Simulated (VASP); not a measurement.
**BaTiO3: relaxation of cell and atoms with PBEsol**

The system is BaTiO3.

```xyz
5
Lattice="3.9665 0.0000 0.0000 0.0000 3.9665 0.0000 0.0000 0.0000 4.0663" Properties=species:S:1:pos:R:3 pbc="T T T"
Ba    0.0000    0.0000    4.0608
Ti    1.9832    1.9832    1.9599
O     1.9832    1.9832    0.1180
O     1.9832    0.0000    2.1009
O     0.0000    1.9832    2.1009
```

| Property | Result |
| --- | --- |
| Program | VASP 6.6.1 |
| Task | relaxation of cell and atoms |
| Functional | PBEsol |
| Potentials or basis | VASP PAW PBE potentials, release 64 (Ba_sv, Ti_sv, O) |
| Cutoff | 600 eV |
| k mesh | 8 × 8 × 8 |
| Occupations | gaussian, width 0.03 eV |
| Spin | no spin polarisation |
| Further INCAR settings | ALGO = Normal; EDIFF = 1e-07; IBRION = 2; EDIFFG = -0.005; NSW = 90; ISIF = 3 |

| Quantity | Value |
| --- | --- |
| Relaxed volume | 12.80 Å³/atom |
| Relaxed cell | a = 3.967 Å, b = 3.967 Å, c = 4.066 Å, α = 90.00°, β = 90.00°, γ = 90.00° |
| Space group after relaxing (to 0.05 Å) | P4mm (No. 99) |
| Energy gained by relaxing | 0.0 meV/atom |
| Ionic steps | 2 |
| Pressure after relaxing | 0.0 GPa |
| Largest force after relaxing | 0.003 eV/Å |
| Band gap on the k mesh | 1.76 eV, indirect (least direct gap 2.19 eV) |

Forces in eV/Å, atoms in the order of the input:
```
Ba   0.000  0.000 -0.003
Ti   0.000  0.000  0.001
O    0.000  0.000 -0.001
O    0.000  0.000  0.002
O    0.000  0.000  0.002
```

Final structure:
```yaml
crystal:
  lattice:
    - [3.96714, 0.00000, 0.00000]
    - [0.00000, 3.96714, 0.00000]
    - [0.00000, 0.00000, 4.06567]
  atoms:
    - { symbol: Ba, position: [0.00000, 0.00000, 0.99860] }
    - { symbol: Ti, position: [0.50000, 0.50000, 0.48193] }
    - { symbol: O, position: [0.50000, 0.50000, 0.02910] }
    - { symbol: O, position: [0.50000, 0.00000, 0.51669] }
    - { symbol: O, position: [0.00000, 0.50000, 0.51669] }
```

Levels at points of the mesh, in eV from the valence-band top:
```
           k point  band 17  band 18  band 19  band 20  band 21  band 22  band 23  band 24
(0.00, 0.00, 0.00)    -1.26    -0.54    -0.43    -0.43     1.76     2.16     2.16     4.15
(0.50, 0.00, 0.00)    -1.96    -1.77    -1.23    -1.05     2.29     3.56     3.63     4.19
(0.50, 0.50, 0.00)    -1.89    -1.05    -1.05    -0.08     3.66     3.66     4.02     4.59
(0.00, 0.00, 0.50)    -2.07    -2.07    -0.74    -0.74     1.92     3.57     3.57     4.14
(0.50, 0.00, 0.50)    -1.80    -1.02    -0.98    -0.33     3.58     3.60     3.93     4.97
(0.50, 0.50, 0.50)    -2.53    -0.24    -0.24     0.00     4.20     4.20     4.25     6.33
```

Run time: 82 s on 2 MPI ranks on Intel(R) Xeon(R) Platinum 8488C (Sapphire Rapids), with other jobs on the host, peak memory 0.28 GiB a rank.

Caveat: the PAW data sets were made with another functional, which shifts forces and pressure a little; spin-orbit coupling is left out, which moves the levels of the heavy elements. A k mesh can miss the band edges.
